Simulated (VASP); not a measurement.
Wanted: the native input for a VASP 6.6.1 run.

```yaml
Task: relaxation of cell and atoms
Functional: RPBE
Potentials_or_basis: VASP PAW PBE potentials, release 64 (Ti_sv, O)
Cutoff: 600 eV
k_mesh: 6 × 6 × 10
Occupations: gaussian, width 0.03 eV
Spin: no spin polarisation
Further_INCAR_settings: ALGO = Normal; EDIFF = 1e-07; IBRION = 2; EDIFFG = -0.005; NSW = 90; ISIF = 3
```

The structure of TiO2 lies in POSCAR:

```
TiO2                                    
1.0
    4.6884345653     -0.0000000000      0.0000000000
   -0.0000000000      4.6884345653      0.0000000000
    0.0000000000      0.0000000000      2.9827513552
  Ti              O             
     2     4
Direct
     0.0000000000000000    0.0000000000000000    0.0000000000000000
     0.5000000000000000    0.5000000000000000    0.5000000000000000
     0.3057184490940723    0.3057184490940723    0.0000000000000000
     0.1942815509059278    0.8057184490940722    0.5000000000000000
     0.6942815509059278    0.6942815509059278    0.0000000000000000
     0.8057184490940722    0.1942815509059278    0.5000000000000000
```

These files were run (other wordings do the same):

INCAR

```
SYSTEM = TiO2
PREC = Accurate ; ENCUT = 600
EDIFF = 1E-7 ; ISMEAR = 0
SIGMA = 0.03 ; LREAL = .FALSE.
LASPH = .TRUE. ; NELM = 80
ALGO = Normal ; ISIF = 3
LWAVE = .FALSE. ; LCHARG = .FALSE.
GGA = RP ; IBRION = 2
NSW = 90 ; EDIFFG = -0.005
KPAR = 2
```

KPOINTS

```
Automatic mesh
0
G
  6 6 10
  0 0 0
```

Potentials or basis: VASP PAW PBE potentials, release 64 (Ti_sv, O).

Command:

```sh
$ cat potpaw_PBE.64/Ti_sv/POTCAR potpaw_PBE.64/O/POTCAR > POTCAR
$ mpirun -np 2 vasp_std > vasp.out
```

It gave:

- Relaxed volume: 10.92 Å³/atom
- Relaxed cell: a = 4.688 Å, b = 4.688 Å, c = 2.982 Å, α = 90.00°, β = 90.00°, γ = 90.00°
- Space group after relaxing (to 0.05 Å): P4_2/mnm (No. 136)
- Energy gained by relaxing: 0.0 meV/atom
- Ionic steps: 2
- Pressure after relaxing: 0.0 GPa
- Band gap on the k mesh: 1.84 eV, direct

Caveat: the PAW data sets were made with another functional, which shifts forces and pressure a little.

Wall time 55 s on 2 MPI ranks on Intel(R) Xeon(R) 6975P-C (Granite Rapids), on a shared host, peak memory 0.25 GiB a rank.
